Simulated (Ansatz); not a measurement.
## TaN: levels along high-symmetry lines

```
Ta N
1.0
     0.00000    2.17900    2.17900
     2.17900    0.00000    2.17900
     2.17900    2.17900    0.00000
Ta N
1 1
Direct
  0.50000 0.50000 0.50000
  0.00000 0.00000 0.00000
```

Atom numbers follow the list: Ta1, N2.

The cell comes from COD entry 2310957, which wasn't checked; take it as a given geometry.

Method: DFT, PBE, all-electron LAPW, Dirac equation with spin-orbit coupling in Ansatz 0.2.0.

The runs use a Γ-centred 9×9×9 k mesh, Fermi–Dirac smearing of 0.02 eV, basis error target 0.5 meV/atom, no spin polarisation.

Points in fractions of the reciprocal vectors of this cell: Γ (0, 0, 0), X (0.5, 0, 0.5), U (0.625, 0.25, 0.625), K (0.375, 0.375, 0.75), L (0.5, 0.5, 0.5), W (0.5, 0.25, 0.75). The path joins them by straight lines in the order Γ–X–U–K–Γ–L–W–X; legs that retrace an earlier one aren't tabulated. Energies are in eV from the Fermi level.

Problem. Is there a gap?

Solution. none: bands cross the Fermi level, a metal.

Problem. List the levels between -8 and 1.5 eV at the symmetry points.

Solution. 
Γ: -3.88 (×2), -3.67 (×4), -2.15 (×4), -1.78 (×2), 0.30 (×4)
X: -6.68 (×2), -5.49 (×2), -4.66 (×2), -4.32 (×2)
U: -7.75 (×2), -6.76 (×2), -6.08 (×2), -2.13 (×2)
K: -7.75 (×2), -6.76 (×2), -6.08 (×2), -2.13 (×2)
L: -7.66 (×2), -7.58 (×2)
W: -7.46 (×2), -7.06 (×2), -6.43 (×2), -0.11 (×2), 0.03 (×2)
